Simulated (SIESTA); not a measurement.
Runs of SIESTA 5.4.2 on BaTe. It takes space group Fm-3m (No. 225, cubic). The conventional cell has a = 6.820 Å, b = 6.820 Å, c = 6.820 Å, α = 90.00°, β = 90.00°, γ = 90.00°. Ba (site symmetry m-3m) has 6 Te at 3.41 Å as nearest neighbours. Te (site symmetry m-3m) is surrounded by 6 Ba at 3.41 Å. 

```csv
potentials or basis,gap on the mesh (eV),pressure (GPa)
"PseudoDojo 0.4 standard (PBE files), DZP (energy shift 0.003 Ry; two zetas on semicore shells; d shell added on Ba)",1.36,4.6
"PseudoDojo 0.4 stringent (PBE files), DZP (energy shift 0.003 Ry; two zetas on semicore shells; d shell added on Ba)",(a),4.6
"SG15 1.2 (PBE files) or PseudoDojo by element, DZP (energy shift 0.003 Ry; two zetas on semicore shells; d shell added on Ba)",1.45,4.6
"Ansatz NC with PseudoDojo 0.4 standard (PBE files), DZP (energy shift 0.003 Ry; two zetas on semicore shells; d shell added on Ba)",1.36,4.6
```

Alike in all rows: task band structure; level PBE; no spin polarisation; cell as given; k mesh 7 × 7 × 7; smearing fermi-dirac 0.05 eV; grid cutoff 500 Ry; energy shift 0.003 Ry.

**Question.** Estimate the missing entries.

**Answer.** (a) 1.53.

Caveats: spin-orbit coupling is left out, which moves the levels of the heavy elements; the basis of atomic orbitals isn't converged, which shifts pressures, moduli and gaps; this set's barium file shifts pressures by up to 1 GPa against other sets (some runs); short orbitals over semicore shells can move pressures by several GPa (some runs); the valence orbitals were made in a potential fitted to the semicore shell under them, which widens gaps by tenths of an eV or more (some runs).

A k mesh can miss the band edges, and the runs leave out spin-orbit coupling on Ba, Te.

The runs don't all hold the same shells in valence.
